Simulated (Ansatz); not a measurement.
CdF₂ (fluorite), relaxed with r2SCAN in the PAW code Ansatz: the symmetry is Fm-3m (No. 225, cubic); conventional cell a = 5.388 Å, 13.04 Å³ an atom. Cd is surrounded by 8 F at 2.33 Å; F is surrounded by 4 Cd at 2.33 Å. It was then strained (isotropic on every length). Unstrained, HSE06 gives 5.207 eV (W → Γ, 6×6×6 mesh), and the band edges keep their places in every row. Stress is positive in compression. Spin-unpolarised throughout; all numbers are computed.

```
strain (%)  ln(V/V₀)  ΔE_g, HSE06 (eV)  Δpressure, r2SCAN (GPa)
      -4.0   -0.1225            +0.493                   +18.55
      -2.5   -0.0760            +0.305                   +10.29
      +2.0   +0.0594            -0.238                    -5.83
     +3.47   +0.1023            -0.409                    -9.06
```

Q: Fit ΔE_g = a x + b x² to these rows by least squares, with x = ln(V/V₀).

A: The normal equations take Σx² = 3.478e-02, Σx³ = -9.971e-04, Σx⁴ = 3.805e-04, ΣxΔE = -1.396e-01 and Σx²ΔE = 4.040e-03, and give a = -4.01 eV, b = +0.1 eV; the largest residual is 0.000 eV. a is the volume deformation potential of this gap.

Q: Fit the change of pressure in the same way.

A: Δpressure = -116.4 x + (279) x² GPa. So B₀ = 116.4 GPa and B′ ≈ 2 × 279/116.4 = 4.8; two terms over so wide a range bias B₀ by a few per cent and B′ by more; the gap's pressure coefficient at zero is −a/B₀ = +34 meV/GPa, with HSE06's a and r2SCAN's B₀.

Q: Predict the withheld row at +1.0 % (x = +0.0299).

A: ΔE_g ≈ -4.01 × (+0.0299) + (0.1) × (+0.0299)² = -0.120 eV, and Δpressure ≈ -3.23 GPa. The runs give -0.120 eV and -3.14 GPa, off by 0.000 eV and +0.09 GPa.

Spin-orbit coupling is left out.

The meshes of the hybrids are coarse, so their gaps aren't converged to the digits shown.
